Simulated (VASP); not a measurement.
Runs of VASP 6.6.1 on Cu3N. Symmetry: Pm-3m, No. 221, cubic system. Conventional cell: a = 3.771 Å, b = 3.771 Å, c = 3.771 Å, α = 90.00°, β = 90.00°, γ = 90.00°. Cu (site symmetry 4/mmm) is surrounded by 2 N at 1.89 Å. Around N (site symmetry m-3m) lie 6 Cu at 1.89 Å. 

```tsv
task	level	potentials or basis	cell	cutoff (eV)	k mesh for the DOS	occupations for the DOS	gap on the mesh (eV)	pressure (GPa)
band structure	PBE	VASP PAW PBE potentials, release 64 (Cu, N)	as given	520	-	-	0.10	6.4
relaxation of cell and atoms	PBEsol	VASP PAW PBE potentials, release 64 (Cu, N)	relaxed	600	-	-	0.05	0.0
band structure	r2SCAN	VASP PAW PBE potentials, release 64 (Cu, N)	as given	520	-	-	0.20	(a)
band structure	LDA	VASP PAW LDA potentials, release 64 (Cu, N)	as given	520	-	-	0.11	(b)
```

Alike in all rows: no spin polarisation; k mesh 10 × 10 × 10; smearing methfessel-paxton 0.1 eV.

Q: Estimate the missing entries.

A: (a) 2.7; (b) -4.6.

Caveats: the PAW data sets were made with another functional, which shifts forces and pressure a little (some runs); the relaxation stopped at its first step, so nothing moved (some runs).

A k mesh can miss the band edges.
